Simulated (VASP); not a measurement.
# Cu (P6_3/mmc) in VASP: further runs, part 2 of 2

VASP 6.6.1. Earlier steps stand in the parts before.

### 4 Single point, PBEsol

This run uses another cell than the first one, of 12.69 Å³/atom, 1.120 times its volume.

INCAR

```
PREC = Accurate
ENCUT = 520
EDIFF = 1E-7
ISMEAR = -1
SIGMA = 0.1
LREAL = F
LASPH = T
NELM = 80
ALGO = Normal
ISIF = 2
LWAVE = F
LCHARG = F
GGA = PS
NBANDS = 18
```

KPOINTS

```
Automatic mesh
0
Gamma
  16 16 9
```

POSCAR

```
Cu
1.0
    2.6155336364      0.0000000000      0.0000000000
   -1.3077668182      2.2651185736      0.0000000000
    0.0000000000      0.0000000000      4.2831745144
Cu
2
Direct
    0.3333333333      0.6666666667      0.2500000000
    0.6666666667      0.3333333333      0.7500000000
```

Potentials or basis: VASP PAW PBE potentials, release 64 (Cu).

On the command line:

```sh
> cat potpaw_PBE.64/Cu/POTCAR > POTCAR
> mpirun -np 1 vasp_std > vasp.out
```

OUTCAR:

```text
PREC = Accurate
   ENCUT = 520
   EDIFF = 1E-7
   ISMEAR = -1
   LREAL = F
   LASPH = T
   NELM = 80
   ISIF = 2
   GGA = PS

 ion  position               nearest neighbor table
   1  0.333  0.667  0.250-   2 2.62   2 2.62   2 2.62   2 2.62   2 2.62   2 2.62
   2  0.667  0.333  0.750-   1 2.62   1 2.62   1 2.62   1 2.62   1 2.62   1 2.62

  LATTYP: Found a hexagonal cell.
 ALAT       =     2.6155336364
 C/A-ratio  =     1.6375910655

  Lattice vectors:

 A1 = (   2.6155336364,   0.0000000000,   0.0000000000)
 A2 = (  -1.3077668182,   2.2651185736,   0.0000000000)
 A3 = (   0.0000000000,   0.0000000000,   4.2831745144)

Analysis of symmetry for initial positions (statically):
=====================================================================
 Subroutine PRICEL returns:
 Original cell was already a primitive cell.

 Routine SETGRP: Setting up the symmetry group for a
 hexagonal supercell.

 Subroutine GETGRP returns: Found 24 space group operations
 (whereof 12 operations were pure point group operations)
 out of a pool of 24 trial point group operations.

The static configuration has the point symmetry D_3d.
[... 162 lines left out ...]
  energy without entropy =       -8.46474315  energy(sigma->0) =       -8.47600317

 E-fermi :   6.5194     XC(G=0): -12.4945

 val. band max:        6.4729495676   @ k =   0.1250  -0.0000   0.1111
 cond. band min:       6.5197318833   @ k =   0.4375   0.0625   0.3333
 fundamental gap:      0.0467823156
 Fermi energy:         6.5193726264

 k-point     1 :       0.0000    0.0000    0.0000
  band No.  band energies     occupation
      1      -2.3068      2.00000
      2       1.8376      2.00000
      3       3.7230      2.00000
      4       3.7899      2.00000
      5       3.7899      2.00000
      6       3.9728      2.00000
[... 481 lines left out ...]
      5       3.6243      2.00000
      6       3.9012      2.00000
[... 10 lines left out ...]
     17      21.5359      0.00000
     18      22.8641      0.00000

 [... further k-points ...]

------------------------ aborting loop because EDIFF is reached ----------------------------------------

  FORCE on cell =-STRESS in cart. coord.  units (eV):
  Direction    XX          YY          ZZ          XY          YZ          ZX
  --------------------------------------------------------------------------------------
  -------------------------------------------------------------------------------------
  Total       -2.1417633     -2.1417633     -2.1597634      0.0000000     -0.0000000      0.0000000
  in kB     -135.2275041   -135.2275041   -136.3640003      0.0000000     -0.0000000      0.0000000
  external PRESSURE =    -135.6063362 kB  Pullay stress =       0.0000000 kB

 VOLUME and BASIS-vectors are now :
 -----------------------------------------------------------------------------
  energy-cutoff  :      520.00
  volume of cell :       25.38
      direct lattice vectors                 reciprocal lattice vectors
     2.615533636  0.000000000  0.000000000     0.382331156  0.220738996  0.000000000
    -1.307766818  2.265118574  0.000000000     0.000000000  0.441477992  0.000000000
     0.000000000  0.000000000  4.283174514     0.000000000  0.000000000  0.233471692

 POSITION                                       TOTAL-FORCE (eV/Angst)
 -----------------------------------------------------------------------------------
     -0.00000      1.51008      1.07079         0.000000     -0.000000     -0.000000
      1.30777      0.75504      3.21238        -0.000000      0.000000      0.000000
 -----------------------------------------------------------------------------------
    total drift:                                0.000000     -0.000000      0.000000

  FREE ENERGIE OF THE ION-ELECTRON SYSTEM (eV)
  ---------------------------------------------------
  free  energy   TOTEN  =        -8.4872631965 eV

  energy  without entropy=       -8.4647431514  energy(sigma->0) =       -8.47600317
```

OSZICAR:

```text
N       E                     dE             d eps       ncg     rms          rms(c)
DAV:   1     0.124055169039E+03    0.12406E+03   -0.10458E+04  5728   0.213E+03
DAV:   2    -0.445743281644E+01   -0.12851E+03   -0.12204E+03  5422   0.285E+02
DAV:   3    -0.105211647060E+02   -0.60637E+01   -0.58211E+01  6028   0.849E+01
DAV:   4    -0.105869783148E+02   -0.65814E-01   -0.65766E-01  6544   0.962E+00
DAV:   5    -0.105878254472E+02   -0.84713E-03   -0.84710E-03  6590   0.928E-01    0.117E+01
DAV:   6    -0.955281726393E+01    0.10350E+01   -0.14609E+01  5762   0.108E+02    0.688E+00
DAV:   7    -0.850725114690E+01    0.10456E+01   -0.31648E+00  5874   0.459E+01    0.558E-01
DAV:   8    -0.849445446882E+01    0.12797E-01   -0.43982E-02  7982   0.377E+00    0.643E-01
DAV:   9    -0.848723940415E+01    0.72151E-02   -0.13764E-02  6246   0.323E+00    0.446E-02
DAV:  10    -0.848726099099E+01   -0.21587E-04   -0.33993E-04  8282   0.331E-01    0.680E-03
DAV:  11    -0.848726328008E+01   -0.22891E-05   -0.40167E-06  8210   0.467E-02    0.272E-03
DAV:  12    -0.848726309107E+01    0.18901E-06   -0.70197E-07  6468   0.191E-02    0.360E-04
DAV:  13    -0.848726319677E+01   -0.10570E-06   -0.11726E-08  3422   0.250E-03    0.260E-04
DAV:  14    -0.848726319647E+01    0.29786E-09   -0.29930E-09  3162   0.139E-03
   1 F= -.84872632E+01 E0= -.84760032E+01  d E =-.225200E-01
```

stdout:

```text
POSCAR found type information on POSCAR Cu
 POSCAR found :  1 types and       2 ions
 scaLAPACK will be used
 -----------------------------------------------------------------------------
|                                                                             |
|                                                                             |
|     You enforced a specific xc type in the INCAR file but a different       |
|     I HOPE YOU KNOW WHAT YOU ARE DOING!                                     |
|                                                                             |
 -----------------------------------------------------------------------------

 LDA part: xc-table for (Slater+PW92), standard interpolation
 POSCAR, INCAR and KPOINTS ok, starting setup
 FFT: planning ... GRIDC
 FFT: planning ... GRID_SOFT
 FFT: planning ... GRID
 WAVECAR not read
 entering main loop
```

It took 23 s on 1 thread of Intel Xeon 6975P-C (Granite Rapids), shared host; peak memory 0.17 GiB.

What came out:

- Free energy: -8.4873 eV
- Pressure: -13.6 GPa
- Band gap on the k mesh: none (metal or under the smearing width)

Stress tensor (GPa, compression positive):
```
-13.52   0.00   0.00
  0.00 -13.52   0.00
  0.00   0.00 -13.64
```

Caveat: the PAW data sets were made with another functional, which shifts forces and pressure a little.

### 5 Single point, PBEsol

This run uses another cell than the first one, of 12.23 Å³/atom, 1.080 times its volume.

INCAR

```
ALGO = Normal
EDIFF = 1E-7
ENCUT = 520
GGA = PS
ISIF = 2
ISMEAR = -1
LASPH = True
LCHARG = False
LREAL = False
LWAVE = False
NBANDS = 18
NELM = 100
PREC = Accurate
SIGMA = 0.1
```

KPOINTS

```
k-points
0
Gamma
  16 16 9
```

POSCAR

```
Cu
1.0
    2.5840181143      0.0000000000      0.0000000000
   -1.2920090572      2.2378253309      0.0000000000
    0.0000000000      0.0000000000      4.2315649771
Cu
2
Direct
    0.3333333333      0.6666666667      0.2500000000
    0.6666666667      0.3333333333      0.7500000000
```

Potentials or basis: VASP PAW PBE potentials, release 64 (Cu).

On the command line:

```sh
> cat potpaw_PBE.64/Cu/POTCAR > POTCAR
> mpirun -np 1 vasp_std > vasp.out
```

OUTCAR:

```text
EDIFF = 1E-7
   ENCUT = 520
   GGA = PS
   ISIF = 2
   ISMEAR = -1
   LASPH = True
   LREAL = False
   NELM = 100
   PREC = Accurate

 ion  position               nearest neighbor table
   1  0.333  0.667  0.250-   2 2.59   2 2.59   2 2.59   2 2.59   2 2.59   2 2.59
   2  0.667  0.333  0.750-   1 2.59   1 2.59   1 2.59   1 2.59   1 2.59   1 2.59

  LATTYP: Found a hexagonal cell.
 ALAT       =     2.5840181143
 C/A-ratio  =     1.6375910655

  Lattice vectors:

 A1 = (   2.5840181143,   0.0000000000,   0.0000000000)
 A2 = (  -1.2920090572,   2.2378253309,   0.0000000000)
 A3 = (   0.0000000000,   0.0000000000,   4.2315649771)

Analysis of symmetry for initial positions (statically):
=====================================================================
 Subroutine PRICEL returns:
 Original cell was already a primitive cell.

 Routine SETGRP: Setting up the symmetry group for a
 hexagonal supercell.

 Subroutine GETGRP returns: Found 24 space group operations
 (whereof 12 operations were pure point group operations)
 out of a pool of 24 trial point group operations.

The static configuration has the point symmetry D_3d.
[... 161 lines left out ...]

  energy without entropy =       -8.53124742  energy(sigma->0) =       -8.54233290

 E-fermi :   6.9401     XC(G=0): -12.7026

 val. band max:        6.9346861694   @ k =   0.5000   0.0000   0.1111
 cond. band min:       6.9609261360   @ k =   0.3125   0.0000   0.3333
 fundamental gap:      0.0262399665
 Fermi energy:         6.9401205918

 k-point     1 :       0.0000    0.0000    0.0000
  band No.  band energies     occupation
      1      -2.1500      2.00000
      2       2.0682      2.00000
      3       4.0408      2.00000
      4       4.1106      2.00000
      5       4.1106      2.00000
      6       4.3048      2.00000
[... 481 lines left out ...]
      5       3.9337      2.00000
      6       4.2274      2.00000
[... 10 lines left out ...]
     17      22.3795      0.00000
     18      23.5898      0.00000

 [... further k-points ...]

------------------------ aborting loop because EDIFF is reached ----------------------------------------

  FORCE on cell =-STRESS in cart. coord.  units (eV):
  Direction    XX          YY          ZZ          XY          YZ          ZX
  --------------------------------------------------------------------------------------
  -------------------------------------------------------------------------------------
  Total       -1.5029998     -1.5029998     -1.5268123      0.0000000      0.0000000      0.0000000
  in kB      -98.4117051    -98.4117051    -99.9708716      0.0000000      0.0000000      0.0000000
  external PRESSURE =     -98.9314272 kB  Pullay stress =       0.0000000 kB

 VOLUME and BASIS-vectors are now :
 -----------------------------------------------------------------------------
  energy-cutoff  :      520.00
  volume of cell :       24.47
      direct lattice vectors                 reciprocal lattice vectors
     2.584018114  0.000000000  0.000000000     0.386994191  0.223431200  0.000000000
    -1.292009057  2.237825331  0.000000000     0.000000000  0.446862401  0.000000000
     0.000000000  0.000000000  4.231564977     0.000000000  0.000000000  0.236319188

 POSITION                                       TOTAL-FORCE (eV/Angst)
 -----------------------------------------------------------------------------------
     -0.00000      1.49188      1.05789        -0.000000      0.000000      0.000000
      1.29201      0.74594      3.17367         0.000000      0.000000      0.000000
 -----------------------------------------------------------------------------------
    total drift:                                0.000000     -0.000000      0.000000

  FREE ENERGIE OF THE ION-ELECTRON SYSTEM (eV)
  ---------------------------------------------------
  free  energy   TOTEN  =        -8.5534183742 eV

  energy  without entropy=       -8.5312474245  energy(sigma->0) =       -8.54233290
```

stdout:

```text
POSCAR found type information on POSCAR Cu
 POSCAR found :  1 types and       2 ions
 scaLAPACK will be used
 -----------------------------------------------------------------------------
|                                                                             |
|                                                                             |
|     You enforced a specific xc type in the INCAR file but a different       |
|     I HOPE YOU KNOW WHAT YOU ARE DOING!                                     |
|                                                                             |
 -----------------------------------------------------------------------------

 LDA part: xc-table for (Slater+PW92), standard interpolation
 POSCAR, INCAR and KPOINTS ok, starting setup
 FFT: planning ... GRIDC
 FFT: planning ... GRID_SOFT
 FFT: planning ... GRID
 WAVECAR not read
 entering main loop
```

Run time: 21 s. Hardware: 1 thread of Intel Xeon 6975P-C (Granite Rapids), shared host; peak memory 0.17 GiB.

What came out:

```
Free energy            : -8.5534 eV
Pressure               : -9.9 GPa
Band gap on the k mesh : none (metal or under the smearing width)
```

Caveat: the PAW data sets were made with another functional, which shifts forces and pressure a little.

### 6 The runs side by side

| cell | k mesh | gap on the mesh (eV) | pressure (GPa) |
| --- | --- | --- | --- |
| P6_3/mmc, 11.33 Å³/atom | 23 × 23 × 13 | none | 1.4 |
| P6_3/mmc, 10.88 Å³/atom | 16 × 16 × 9 | none | 8.2 |
| P6_3/mmc, 12.69 Å³/atom | 16 × 16 × 9 | none | -13.6 |
| P6_3/mmc, 12.23 Å³/atom | 16 × 16 × 9 | none | -9.9 |

Alike in all rows: task single point; level PBEsol; potentials or basis VASP PAW PBE potentials, release 64 (Cu); no spin polarisation; cutoff (eV) 520; smearing fermi-dirac 0.1 eV.

Every run on the cell as given and a fine mesh finds a metal.

Caveats: the PAW data sets were made with another functional, which shifts forces and pressure a little.

Total energies depend on the potentials used, so only differences within one code and one set of settings carry meaning.
